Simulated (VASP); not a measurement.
The system is CdSe.

```xyz
2
Lattice="0.0000 3.0703 3.0703 3.0703 0.0000 3.0703 3.0703 3.0703 0.0000" Properties=species:S:1:pos:R:3 pbc="T T T"
Cd    0.0000    0.0000    0.0000
Se    1.5351    1.5351    1.5351
```

Measurements of this composition are mostly on another form, of space group No. 186.

| Quantity | Value |
| --- | --- |
| Program | VASP 6.6.1 |
| Task | relaxation of cell and atoms |
| Functional | TPSS |
| Potentials or basis | VASP PAW PBE potentials, release 64 (Cd, Se) |
| Cutoff | 600 eV |
| k mesh | 8 × 8 × 8 |
| Occupations | gaussian, width 0.05 eV |
| Spin | no spin polarisation |

At the start: pressure 1.4 GPa; volume 28.94 Å³/atom.

Problem. How do energy, volume and symmetry change on relaxing?

Solution. Over 3 steps the energy falls by 3.1 meV/atom and the volume is 29.76 Å³/atom (+2.8 %); space group F-43m (No. 216, to 0.05 Å).

The path:
```csv
step,energy change (eV),largest force (eV/Å),pressure (GPa),volume (Å³)
1,0.0000,0.0000,1.35,57.88
2,-0.0063,0.0000,-0.32,59.96
3,-0.0062,0.0000,-0.03,59.52
```

Final structure:
```yaml
crystal:
  lattice:
    - [0.00000, 3.09895, 3.09895]
    - [3.09895, 0.00000, 3.09895]
    - [3.09895, 3.09895, 0.00000]
  atoms:
    - { symbol: Cd, position: [0.00000, 0.00000, 0.00000] }
    - { symbol: Se, position: [0.25000, 0.25000, 0.25000] }
```

Caveat: the PAW data sets were made with another functional, which shifts forces and pressure a little.
